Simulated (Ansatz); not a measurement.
## Mo under changes of volume

One of the cells (16.363 Å³/atom); the others are scaled copies at fixed shape and fractional positions:

```xyz
1
Lattice="0.0000 2.0150 2.0150 2.0150 0.0000 2.0150 2.0150 2.0150 0.0000" Properties=species:S:1:pos:R:3 pbc="T T T"
Mo    0.0000    0.0000    0.0000
```

This isn't the form of Mo at room conditions, which is bcc.

```yaml
Program: Ansatz 0.2.0
Functional: BLYP
Dispersion: D4
Potentials_or_basis: all-electron LAPW, relativistic spinors
Cutoff: 216 eV (chosen from the basis error)
Basis_error_allowed: 0.002 eV/atom
k_mesh: 8 × 8 × 8
Occupations: gaussian, width 0.15 eV
Spin: spin-orbit coupling, no magnetisation
```

| volume (Å³/atom) | energy over the lowest point (meV/atom) | pressure (GPa) |
| --- | --- | --- |
| 15.381 | 9.86 | 7.8 |
| 15.708 | 0.00 | 2.4 |
| 16.035 | 0.60 | -2.4 |
| 16.363 | ? | ? |
| 16.690 | 28.72 | -10.7 |
| 17.017 | 54.45 | -14.2 |
| 17.344 | 86.96 | -17.3 |

**Question.** What does the run at 16.363 Å³/atom give?

**Answer.** Energy over the lowest point 10.50 meV/atom; pressure -6.8 GPa.

Worked out: A Birch-Murnaghan fit of order 3 (a polynomial in V^(-2/3)) to the other rows has its minimum at 15.85 Å³/atom with B0 = V·E''(V) = 235 GPa and B' = 4.2. It gives 10.48 meV/atom at 16.363 Å³/atom, against the run's 10.50, and -dE/dV = -7.0 GPa, against -6.8.

Energies are extrapolated to zero smearing.

Caveats: the k mesh is thin for a metal, which can move the energy by tens of meV per atom; pairwise dispersion overbinds metals, which lowers pressure and volume.
